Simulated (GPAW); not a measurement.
C:

```
CELL_PARAMETERS angstrom
0.00000 1.78337 1.78337
1.78337 0.00000 1.78337
1.78337 1.78337 0.00000
ATOMIC_POSITIONS crystal
C 0.75000 0.75000 0.75000
C 0.50000 0.50000 0.50000
```

This isn't the form of C at room conditions, which is graphite.

```yaml
Program: GPAW 26.7.0
Task: relaxation of cell and atoms
Functional: PBEsol
Dispersion: D3(BJ)
Potentials_or_basis: PAW data sets generated in the run's folder for this functional
Cutoff: 800 eV
Basis: pw
k_mesh: 13 × 13 × 13
Occupations: fermi-dirac, width 0.05 eV
Spin: no spin polarisation
```

At the start: pressure -8.9 GPa; volume 5.67 Å³/atom.

Q: How do energy, volume and symmetry change on relaxing?

A: Over 3 steps the energy falls by 2.6 meV/atom and the volume is 5.56 Å³/atom (-2.0 %); space group Fd-3m (No. 227, to 0.05 Å).

The path:
```csv
step,energy change (eV),largest force (eV/Å),pressure (GPa),volume (Å³)
1,0.0000,0.0000,-8.87,11.34
2,-0.0031,0.0000,-5.97,11.27
3,-0.0051,0.0000,0.10,11.12
```

Final structure:
```
C
1.0
     0.00000    1.77136    1.77136
     1.77136    0.00000    1.77136
     1.77136    1.77136    0.00000
C
2
Direct
  0.75000 0.75000 0.75000
  0.50000 0.50000 0.50000
```

The cell as given is a measured one (5.67 Å³/atom); PBEsol+D3(BJ) puts the equilibrium volume -2.0 % from it, thermal expansion not counted.

Caveat: later steps reuse the first step's grids.
